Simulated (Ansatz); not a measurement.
## From a trial cell to the properties of BaS in the antiNiAs structure

Method: PBE, scalar-relativistic; no spin polarisation; PAW, 420 eV, 8×8×6 k-mesh, Gaussian smearing of 0.05 eV; code Ansatz. The datasets are Ansatz's generated set soft_2.

This is a trial structure; measured cells of the compound in the Crystallography Open Database are in space group Fm-3m (rock salt).

The first cell:

```cif
data_structure
_symmetry_space_group_name_H-M 'P 1'
_symmetry_Int_Tables_number 1
_cell_length_a 4.7453
_cell_length_b 4.7453
_cell_length_c 6.6138
_cell_angle_alpha 90.000
_cell_angle_beta 90.000
_cell_angle_gamma 120.000
_cell_volume 128.98
loop_
_atom_site_label
_atom_site_type_symbol
_atom_site_fract_x
_atom_site_fract_y
_atom_site_fract_z
_atom_site_occupancy
Ba1 Ba 0.33333 0.66667 0.25000 1
Ba2 Ba 0.66667 0.33333 0.75000 1
S1 S 0.00000 0.00000 0.00000 1
S2 S 0.00000 0.00000 0.50000 1
```

The runs in order:

```tsv
run	level	k-mesh	kind	V (Å³/atom)	P (GPa)	E − E(final) (meV/atom)	gap on the mesh (eV)
1	PBE	8×8×6	cell and atoms relaxed	32.68	0.0	0.0	1.98
```

Cell and atoms are those of this level's equilibrium.

The final structure (symmetry read at 0.01 Å). Symmetry: P6_3/mmc, No. 194, hexagonal system. Conventional cell: a = 4.412 Å, b = 4.412 Å, c = 7.754 Å, α = 90.00°, β = 90.00°, γ = 120.00°. Around Ba (site symmetry -6m2) lie 6 S at 3.20 Å. S (site symmetry -3m) is surrounded by 6 Ba at 3.20 Å. (Neighbours are counted to 15 % beyond the shortest distance.)

```
atom  site  symmetry       x       y       z
  Ba    2c      -6m2  0.3333  0.6667  0.2500
   S    2a      -3m.  0.0000  0.0000  0.0000
```

At the final geometry the gap, band path included, is 1.98 eV. The equation of state gives B0 = 40 GPa and B0′ = 4.3. The elastic tensor is positive definite (smallest eigenvalue 16.9 GPa). Against the elements' standard states, run alike and uncorrected, the formation energy is -2.07 eV/atom. The runs in the table took roughly 1 core-minutes.

**What lies behind the numbers.**

Shannon's ionic radii give a check on the bond lengths: Ba²⁺ with 6 neighbours 1.35 Å + S²⁻ 1.84 Å = 3.19 Å against a computed mean of 3.20 Å. Sums and bonds agree within 3 %, so ion sizes set the bond lengths.

Bader charges against formal ones: Ba +1.40 (+2), S −1.40 (−2). The cations give up 70 % of the formal charge; Bader charges stay under formal ones because the anions' density reaches into the cations' basins.

Kohn–Sham gaps of semilocal functionals lie under measured ones, often by a third or more. Spin–orbit coupling, which matters for such heavy elements, is left out.
